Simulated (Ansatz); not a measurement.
# TiSi2 (Fddd) in Ansatz: relaxation of cell and atoms with LDA

Aim: the relaxation of cell and atoms of TiSi2 with LDA.

All numbers are computed with Ansatz 0.2.0; they aren't measurements. Logs are shortened: lines on timing, memory, paths and dates and some standing lists are left out, and cuts for length are marked.

### Step 1. The structure

Symmetry: Fddd, No. 70, orthorhombic system. The conventional cell has a = 4.779 Å, b = 8.235 Å, c = 8.526 Å, α = 90.00°, β = 90.00°, γ = 90.00°. Ti (site symmetry 222) has 10 Si at 2.55 to 2.78 Å as nearest neighbours. Si (site symmetry 2) has 5 Si at 2.52 to 2.79 Å and 5 Ti at 2.55 to 2.78 Å as nearest neighbours.

The cell is a database's computed one.

### Step 2. Relaxation of cell and atoms, LDA

Contents of input.yaml:

```yaml
crystal:
  lattice:
    - [0.0, 4.1175163063, 4.2628978354]
    - [2.3895119538, 0.0, 4.2628978354]
    - [2.3895119538, 4.1175163063, 0.0]
  atoms:
    - { symbol: Ti, position: [0.75, 0.75, 0.75] }
    - { symbol: Ti, position: [0.5, 0.5, 0.5] }
    - { symbol: Si, position: [0.41256561, 0.08743439, 0.41256561] }
    - { symbol: Si, position: [0.08743439, 0.41256561, 0.08743439] }
    - { symbol: Si, position: [0.16256561, 0.83743439, 0.16256561] }
    - { symbol: Si, position: [0.83743439, 0.16256561, 0.83743439] }
hamiltonian:
  xc: lda
  pseudopotentials: { kind: paw }
kpoints:
  mp_grid: { grid: [7, 7, 7] }
scf:
  occupations: { method: fermi_dirac, width: 0.05 }
output:
  forces: true
  stress: true
  eigenvalues: true
relax:
  f_tol: 0.01
  max_steps: 40
  cell: { stress_tol: 0.05 }
```

Potentials or basis: Ansatz PAW.

Command:

```bash
> ansatz run input.yaml --threads 2 --pin off --max-ram 5632MiB --backend cpu --events-out ev --progress --plain --runs-dir out
```

The program printed:

```text
Warning: RAYON_NUM_THREADS=2 ignored (pool sized by the plan → 2); use --threads N
Engine: ansatz 0.2.0, aarch64-unknown-linux-gnu
Pseudopotentials: kind: paw
Pseudopotential: Ti, paw, valence charge 12, recommended cutoff 420 eV (normal), Ti.paw.azcp
Pseudopotential: Si, paw, valence charge 4, recommended cutoff 420 eV (normal), Si.paw.azcp
Functional definition: SPW92
  exchange = slater_x
  correlation = pw_c
Crystal: 6 atoms, lattice volume = 83.884 Å³
Basis set: ecut = 420 eV, 1617 PW (Γ)
Bands: 26, of which v1, the nominal top of the filled ones, is band 20 counted from 1 (19 counted from 0)
Symmetry: 8 space group operations
Space group: Fddd (ITA 70), of the structure as read, at distance tolerance 4.4e-5 Å
k-points: 64 of 343
Non-local potential: Ti, projectors of the file, l = 0: 3, l = 1: 2, l = 2: 3, l = 3: 1
Non-local potential: Si, projectors of the file, l = 0: 2, l = 1: 2, l = 2: 2
PAW form: soft (Blöchl's): semilocal exchange-correlation on the pseudo side does not see the compensation charge
PAW frozen core: Ti, regenerated for the run's functional, and the local potential with it (the file was generated under x = pbe(κ = 0.804, μ = 0.2195149727645171), c = pbe(β = 0.06672455060314922))
PAW frozen core: Si, regenerated for the run's functional, and the local potential with it (the file was generated under x = pbe(κ = 0.804, μ = 0.2195149727645171), c = pbe(β = 0.06672455060314922))
PAW one-centre angular grid: Ti, 590 points (default); XC on 64 Gauss nodes
PAW one-centre angular grid: Si, 110 points (default); XC on 64 Gauss nodes
Initial density: superposition of atomic densities (neutral atoms: chi_scale 0, normalization atom), corrected by the library's trained network
Initial wavefunctions: pseudopotential atomic-orbital guess
Functional: x = slater, c = lda
SCF iter   1: F=—  HF=-7339.174915 eV  |F-HF|=—  |Δ(HF+E_count)|=         —  Δρ=6.61e-3  dr2=5.44e-2  ethr=1.77e-3  ⟨swp⟩=6.2  Hψ=8367  notcnv=0  defer=2
preconditioner: auto → Kerker (q_TF=auto, 2.412 Å⁻¹)  [metal: Δε(μ)=0.003 eV  Ē_g=6.294 eV  σ=0.050 eV  W_gap=0.02  n_scr=16 (ndim 8)  ℏωp=19.9 eV  f_vac=0.000  D(μ)=2.42/eV (n_scr^D=16)]
SCF iter   2: F=—  HF=-7339.166386 eV  |F-HF|=—  |Δ(HF+E_count)|=   8.53e-3  Δρ=3.64e-3  dr2=1.32e-2  ethr=1.36e-4  ⟨swp⟩=2.0  Hψ=2508  notcnv=0  defer=17
SCF iter   3: F=—  HF=-7339.163402 eV  |F-HF|=—  |Δ(HF+E_count)|=   2.98e-3  Δρ=7.62e-4  dr2=7.03e-4  ethr=3.29e-5  ⟨swp⟩=2.5  Hψ=2534  notcnv=0  defer=17
SCF iter   4: F=—  HF=-7339.163230 eV  |F-HF|=—  |Δ(HF+E_count)|=   1.72e-4  Δρ=1.49e-4  dr2=1.69e-5  ethr=1.76e-6  ⟨swp⟩=2.2  Hψ=2208  notcnv=0  defer=17
SCF iter   5: F=—  HF=-7339.163228 eV  |F-HF|=—  |Δ(HF+E_count)|=   2.38e-6  Δρ=2.69e-5  dr2=4.45e-7  ethr=4.24e-8  ⟨swp⟩=2.1  Hψ=2361  notcnv=0  defer=17
SCF iter   6: F=-7339.163228 eV  HF=-7339.163228 eV  |F-HF|=7.51e-9  |Δ(HF+E_count)|=   6.90e-8  Δρ=4.15e-6  dr2=1.33e-8  ethr=2.50e-10  ⟨swp⟩=6.6  Hψ=6847  notcnv=0
SCF 1 converged in 6 iterations: F = -7339.163228 eV  dr2 = 1.33e-8
relax step   1: F+E_penalty+E_count = -7339.16322754 eV  Δ(F+E_penalty+E_count) = +0.000e0 eV  max|allowed force component| = 6.437e-2 eV/Å  Δτ_max = 0.0000 Å  P = -5.122 GPa  Ω = 83.884 Å³  (6 SCF iters, dr2 threshold 1.00e-7 eV, accepted)
Crystal: 6 atoms, lattice volume = 80.551 Å³
Basis set: ecut = 420 eV, 1589 PW (Γ)
Initial density: handed on by an earlier stage of this run
Initial wavefunctions: those handed on with the density
iter 1 solved again at ethr=3.17e-5 eV; its pass at ethr=3.10e-3 eV (dr2=1.27e-2 eV) is discarded
SCF iter   1: F=—  HF=-7339.214480 eV  |F-HF|=—  |Δ(HF+E_count)|=         —  Δρ=2.82e-3  dr2=1.26e-2  ethr=3.17e-5  ⟨swp⟩=1.1  Hψ=9775  notcnv=0
preconditioner: auto → Kerker (q_TF=auto, 2.428 Å⁻¹)  [metal: Δε(μ)=0.007 eV  Ē_g=6.508 eV  σ=0.050 eV  W_gap=0.04  n_scr=16 (ndim 8)  ℏωp=20.3 eV  f_vac=0.000  D(μ)=2.29/eV (n_scr^D=16)]
SCF iter   2: F=—  HF=-7339.212310 eV  |F-HF|=—  |Δ(HF+E_count)|=   2.17e-3  Δρ=1.46e-3  dr2=3.46e-3  ethr=3.15e-5  ⟨swp⟩=1.1  Hψ=1673  notcnv=0
SCF iter   3: F=—  HF=-7339.211258 eV  |F-HF|=—  |Δ(HF+E_count)|=   1.05e-3  Δρ=2.92e-4  dr2=1.18e-4  ethr=8.66e-6  ⟨swp⟩=2.5  Hψ=2346  notcnv=0
SCF iter   4: F=—  HF=-7339.211222 eV  |F-HF|=—  |Δ(HF+E_count)|=   3.56e-5  Δρ=7.75e-5  dr2=4.76e-6  ethr=2.96e-7  ⟨swp⟩=2.0  Hψ=2394  notcnv=0
iter 5 did not close the SCF: its close was put off for the readings that it lacked (scf_convergence_deferred on its scf_iter line)
SCF iter   5: F=-7339.211221 eV  HF=-7339.211221 eV  |F-HF|=2.28e-8  |Δ(HF+E_count)|=   8.33e-7  Δρ=1.18e-5  dr2=8.20e-8  ethr=1.19e-8  ⟨swp⟩=2.2  Hψ=2280  notcnv=0
SCF iter   6: F=-7339.211221 eV  HF=-7339.211221 eV  |F-HF|=4.49e-9  |Δ(HF+E_count)|=   1.05e-8  Δρ=3.00e-6  dr2=7.48e-9  ethr=2.05e-10  ⟨swp⟩=2.2  Hψ=5720  notcnv=0
SCF 2 converged in 6 iterations: F = -7339.211221 eV  dr2 = 7.48e-9
[... 81 lines left out ...]
eigensolver tolerance schedule: the retry pair's looser diagonalisation over-reported the residual by 580995.23 of it (diagonalisation noise at an unbounded share of the residual, at the tolerance the schedule requests for it); recorded, not acted on — ethr = c·dr2/N_el stays at c = 1.0e-1
SCF iter   2: F=—  HF=-7339.214324 eV  |F-HF|=—  |Δ(HF+E_count)|=   6.56e-7  Δρ=2.71e-7  dr2=2.67e-11  ethr=1.00e-12  ⟨swp⟩=3.0  Hψ=3572  notcnv=0
iter 3 did not close the SCF: its close was put off for the readings that it lacked (scf_convergence_deferred on its scf_iter line)
SCF iter   3: F=-7339.214324 eV  HF=-7339.214324 eV  |F-HF|=1.82e-12  |Δ(HF+E_count)|=  6.37e-12  Δρ=9.63e-8  dr2=4.70e-12  ethr=1.00e-12  ⟨swp⟩=1.0  Hψ=1664  notcnv=0
iter 4 did not close the SCF: its close was put off for the readings that it lacked (scf_convergence_deferred on its scf_iter line)
SCF iter   4: F=-7339.214324 eV  HF=-7339.214324 eV  |F-HF|=9.09e-13  |Δ(HF+E_count)|=  9.09e-13  Δρ=1.33e-8  dr2=7.74e-14  ethr=1.00e-12  ⟨swp⟩=1.0  Hψ=1664  notcnv=0
iter 5 did not close the SCF: its close was put off for the readings that it lacked (scf_convergence_deferred on its scf_iter line)
SCF iter   5: F=-7339.214324 eV  HF=-7339.214324 eV  |F-HF|=0.00e0  |Δ(HF+E_count)|=  9.09e-13  Δρ=5.91e-9  dr2=3.43e-14  ethr=1.00e-12  ⟨swp⟩=1.0  Hψ=1664  notcnv=0
iter 6 did not close the SCF: its close was put off for the readings that it lacked (scf_convergence_deferred on its scf_iter line)
SCF iter   6: F=-7339.214324 eV  HF=-7339.214324 eV  |F-HF|=1.82e-12  |Δ(HF+E_count)|=  9.09e-13  Δρ=2.25e-9  dr2=3.86e-15  ethr=1.00e-12  ⟨swp⟩=1.0  Hψ=1664  notcnv=0
SCF iter   7: F=-7339.214324 eV  HF=-7339.214324 eV  |F-HF|=1.82e-12  |Δ(HF+E_count)|=  9.09e-13  Δρ=6.32e-10  dr2=5.92e-16  ethr=1.00e-12  ⟨swp⟩=1.0  Hψ=3626  notcnv=0
SCF 9 converged in 7 iterations: F = -7339.214324 eV  dr2 = 5.92e-16
relax step   9: F+E_penalty+E_count = -7339.21432407 eV  Δ(F+E_penalty+E_count) = +8.132e-6 eV  max|allowed force component| = 1.187e-5 eV/Å  Δτ_max = 0.0000 Å  P = -0.001 GPa  Ω = 80.944 Å³  stress off target by 1.24e-3 GPa  SCF on the basis re-selected at this cell (its energy is not comparable with the rows above)  (7 SCF iters)
basis re-selected at this cell: Δ(F+E_penalty+E_count) = +8.132e-6 eV, ΔP = -0.000 GPa vs the last step (what re-selecting the basis moved, of the pressure what is left beyond the Pulay correction that the steps carried, after the strain that the cell walked since its last selection, with what the two solves' SCF thresholds leave and, on support functions, any second-order correction that the steps lacked; it is no measure of the basis error at this ecutwfc). This SCF's stress stands 1.24e-3 GPa from its target on what of the cell is left free (relax.cell.stress_tol is 5.00e-2 GPa) and its largest allowed force component is 1.19e-5 eV/Å (relax.f_tol is 1.00e-2 eV/Å): within both
SCF converged after 7 iterations
Free energy (F): -7339.214324 eV
Harris-Foulkes:  -7339.214324 eV  (|F-HF|=1.82e-12)
Internal energy: -7339.195261 eV  (E = F + TS)
E sigma→0 (E₀):  -7339.204792 eV
Entropy (-TS):   -0.019063 eV (-3.177 meV/atom)
Fermi energy:    12.894017 eV
--- Per-component energies (eV) ---
  E_band       = -196.467532
  E_kinetic    = 725.609356
  E_local      = -2001.089185  (includes V_loc(G=0)·N_el)
  E_nonlocal   = 130.079250
  E_hartree    = 875.176624
  E_xc         = -422.879446
  E_vxc        = -445.292564  (∫ρ·V_xc dr)
  E_paw        = -3943.129514  (= ΣΔE_a)
  E_vpaw       = -356.127849  (= ΣTr[D̂ρ^β])
  E_aug_tail   = 0.000214  (compensation charges beyond the density's cutoff)
  E_ewald      = -2703.951783
  E_core_change = 0.989224  (= ΣΔE_core)
  E_smearing   = -0.019063  (= −TS)
  E_closure    = -0.000000  (closes the sum)
  Σ components = -7339.214324   (vs F -7339.214324, Δ=0.00e0)
--- Forces (eV/Å), atoms counted from 1 ---
  atom   1  Ti    -0.00000000     0.00000000    -0.00000000
  atom   2  Ti     0.00000000    -0.00000000     0.00000000
  atom   3  Si    -0.00000000     0.00001187    -0.00000000
  atom   4  Si     0.00000000    -0.00001187    -0.00000000
  atom   5  Si    -0.00000000     0.00001187     0.00000000
  atom   6  Si     0.00000000    -0.00001187     0.00000000
  max |Σ_I F_I| component: 0.00e0 eV/Å
--- Stress (GPa, compression-positive) ---
       -0.001236       0.000000      -0.000000
        0.000000      -0.000353       0.000000
       -0.000000       0.000000      -0.000240
  P = ⅓ Tr σ = -0.0006 GPa (-0.006 kbar)
--- Band table (eV; the first three rows and the last of 64) ---
  k-point 0: bands = ["-42.6379", "-42.6021", "-19.3672", "-19.3450", "-19.2581", "-19.2407", "-19.2164", "-19.2124", "0.1540", "6.0735", "7.2440", "7.4196", "7.8209", "9.0485", "9.1826", "10.3614", "10.5796", "10.9328", "11.1830", "11.5669", "11.9417", "15.0090", "16.1536", "16.4300", "16.4482", "16.5262"]
  k-point 1: bands = ["-42.6365", "-42.6034", "-19.3663", "-19.3442", "-19.2643", "-19.2407", "-19.2164", "-19.2116", "0.3754", "5.8185", "6.3200", "7.3129", "8.1910", "9.0974", "9.5840", "10.1499", "10.7248", "10.8976", "11.6251", "11.7188", "11.9399", "14.7916", "15.9890", "16.0469", "16.2460", "16.4089"]
  k-point 2: bands = ["-42.6329", "-42.6068", "-19.3675", "-19.3385", "-19.2811", "-19.2386", "-19.2182", "-19.2082", "1.0105", "4.9417", "5.4226", "7.2078", "8.0063", "8.7962", "9.8439", "10.3413", "11.1547", "11.5675", "11.8219", "12.1249", "12.7525", "14.2553", "15.5324", "15.6155", "15.8480", "15.8860"]
  k-point 63: bands = ["-42.6206", "-42.6189", "-19.3339", "-19.3209", "-19.2968", "-19.2813", "-19.2130", "-19.2092", "2.2472", "2.2803", "6.3170", "7.3559", "8.2569", "9.6353", "9.8302", "10.3118", "11.2082", "11.4619", "11.8624", "11.8700", "13.8153", "13.8840", "15.1246", "15.6669", "16.0715", "16.2212"]
--- Relaxed structure (7 steps of the walk, 7 accepted, 2 SCFs on fresh bases) ---
  F+E_penalty+E_count = -7339.21432407 eV   max|allowed force component| = 1.187e-5 eV/Å   (the final SCF, on the basis selected at the relaxed cell)
  cell:  # Å, volume = 80.9441 Å³
    - [4.668426042367081e-18, 4.052767213376331, 4.225076486065986]
    - [2.3635716817015826, -1.657305625322009e-33, 4.225076486065986]
    - [2.3635716817015826, 4.052767213376331, 2.616825517382015e-18]
  atoms:
    - { symbol: Ti, position: [0.75, 0.7500000000000002, 0.7499999999999999] }
    - { symbol: Ti, position: [0.5000000000000002, 0.5, 0.4999999999999999] }
    - { symbol: Si, position: [0.4140321529043328, 0.0859678470956673, 0.4140321529043329] }
    - { symbol: Si, position: [0.08596784709566718, 0.41403215290433293, 0.08596784709566718] }
    - { symbol: Si, position: [0.16403215290433293, 0.8359678470956673, 0.1640321529043327] }
    - { symbol: Si, position: [0.8359678470956673, 0.16403215290433293, 0.835967847095667] }
```

It took 37 s on 2 threads of Arm Neoverse V2, shared host; peak memory 0.43 GiB.

Results:

| Property | Result |
| --- | --- |
| Free energy | -7339.2143 eV |
| Relaxed volume | 13.49 Å³/atom |
| Relaxed cell | a = 5.855 Å, b = 4.841 Å, c = 4.692 Å, α = 75.76°, β = 53.27°, γ = 50.96° |
| Space group after relaxing (to 0.05 Å) | Fddd (No. 70) |
| Energy gained by relaxing | 8.5 meV/atom |
| Ionic steps | 9 |
| Pressure after relaxing | 0.0 GPa |
| Band gap on the k mesh | none (metal or under the smearing width) |

The path:
```tsv
step	energy change (eV)	largest force (eV/Å)	volume (Å³)
1	0.0000	0.0644	83.88
2	-0.0480	0.0135	80.55
3	-0.0517	0.0220	80.96
4	-0.0519	0.0166	80.96
5	-0.0519	0.0033	80.97
6	-0.0520	0.0019	80.96
7	-0.0511	0.0018	80.96
8	-0.0511	0.0000	80.94
9	-0.0511	0.0000	80.94
```

Final structure:
```yaml
crystal:
  lattice:
    - [0.00000, 4.05277, 4.22508]
    - [2.36357, 0.00000, 4.22508]
    - [2.36357, 4.05277, 0.00000]
  atoms:
    - { symbol: Ti, position: [0.75000, 0.75000, 0.75000] }
    - { symbol: Ti, position: [0.50000, 0.50000, 0.50000] }
    - { symbol: Si, position: [0.41403, 0.08597, 0.41403] }
    - { symbol: Si, position: [0.08597, 0.41403, 0.08597] }
    - { symbol: Si, position: [0.16403, 0.83597, 0.16403] }
    - { symbol: Si, position: [0.83597, 0.16403, 0.83597] }
```

Caveat: the plane-wave basis is chosen anew once the cell has moved, so the energies of steps on either side of that aren't comparable; the PAW data sets come from PBE, with cores solved anew for the run's functional, which leaves a small shift of forces and pressure.
